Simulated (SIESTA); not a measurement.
Co: single point with PBEsol

Co:

```
Co
1.0
     2.47200    0.00000    0.00000
    -1.23600    2.14081    0.00000
     0.00000    0.00000    4.02114
Co
2
Cartesian
  1.2360 0.7136 3.0159
  0.0000 1.4272 1.0053
```

```
Program             : SIESTA 5.4.2
Task                : single point
Functional          : PBEsol
Potentials or basis : PseudoDojo 0.4 standard (PBEsol files)
Basis               : DZP (energy shift 0.003 Ry; two zetas on semicore shells)
Grid cutoff         : 800 Ry
Energy shift        : 0.003 Ry
k mesh              : 9 × 9 × 5
Occupations         : fermi-dirac, width 0.05 eV
Spin                : collinear spin, ferromagnetic start
Starting moments    : [2.0, 2.0] μB
```

```json
{
 "Pressure": "-6.3 GPa",
 "Band gap on the k mesh": "none (metal or under the smearing width)",
 "Net moment": "3.07 μB per cell",
 "Site moments": "Co +1.53 μB"
}
```

Stress tensor (GPa, compression positive):
```
-6.23  0.00  0.00
 0.00 -6.23  0.00
 0.00  0.00 -6.45
```

Run time: 80 s on 1 thread of Intel(R) Xeon(R) Platinum 8375C CPU @ 2.90GHz (Ice Lake) (shared host), peak memory 0.29 GiB.

Caveat: short orbitals over semicore shells can move pressures by several GPa; the basis of atomic orbitals isn't converged, which shifts pressures, moduli and gaps.
